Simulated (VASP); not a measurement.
Input of a VASP 6.6.1 run:

The input POSCAR:

```
SnSe2
1.0
    3.7021982907      0.0000000000      0.0000000000
   -1.8510991453      3.2061977696      0.0000000000
    0.0000000000      0.0000000000      5.5486816578
Sn Se
1 2
Direct
    0.0000000000      0.0000000000      0.0000000000
    0.3333333333      0.6666666667      0.2820881921
    0.6666666667      0.3333333333      0.7179118079
```

Contents of INCAR.step1:

```
PREC = Accurate ; ENCUT = 520
ISMEAR = 0 ; SIGMA = 0.02
LREAL = False ; LASPH = True
NELM = 100 ; NBANDS = 20
GGA = PE ; ALGO = Normal
EDIFF = 1E-4 ; LWAVE = True
LCHARG = False
```

File INCAR.step2:

```
PREC = Accurate ; ENCUT = 520
EDIFF = 1E-6 ; ISMEAR = 0
SIGMA = 0.02 ; LREAL = False
LASPH = True ; NELM = 100
ALGO = Normal ; ISIF = 2
LWAVE = False ; LCHARG = False
METAGGA = R2SCAN ; LMIXTAU = True
IVDW = 12 ; VDW_S6 = 1.0
VDW_S8 = 0.78981345 ; VDW_A1 = 0.49484001
VDW_A2 = 5.73083694 ; NBANDS = 20
ISTART = 1
```

The input KPOINTS:

```
Automatic mesh
0
Gamma
  12 12 6
```

Potentials or basis: VASP PAW PBE potentials, release 64 (Sn_d, Se).

The run is started by

```sh
$ cat potpaw_PBE.64/Sn_d/POTCAR potpaw_PBE.64/Se/POTCAR > POTCAR
$ cp INCAR.step1 INCAR
$ mpirun -np 1 vasp_std > vasp.out
$ cp INCAR.step2 INCAR
$ mpirun -np 1 vasp_std > vasp.out
```

**Question.** Predict the band gap on the k mesh.

**Answer.** 0.22 eV, indirect (least direct gap 1.44 eV).

**Question.** Estimate the largest force.

**Answer.** 0.020 eV/Å.

**Question.** Predict the dispersion energy per atom.

**Answer.** -0.200 eV.

**Question.** Predict the pressure.

**Answer.** 10.1 GPa.

Forces on the atoms (eV/Å):
```
Sn   0.000  0.000  0.000
Se   0.000  0.000  0.020
Se   0.000  0.000 -0.020
```

Caveat: the PAW data sets were made with another functional, which shifts forces and pressure a little; spin-orbit coupling is left out, which moves the levels of the heavy elements. A k mesh can miss the band edges.
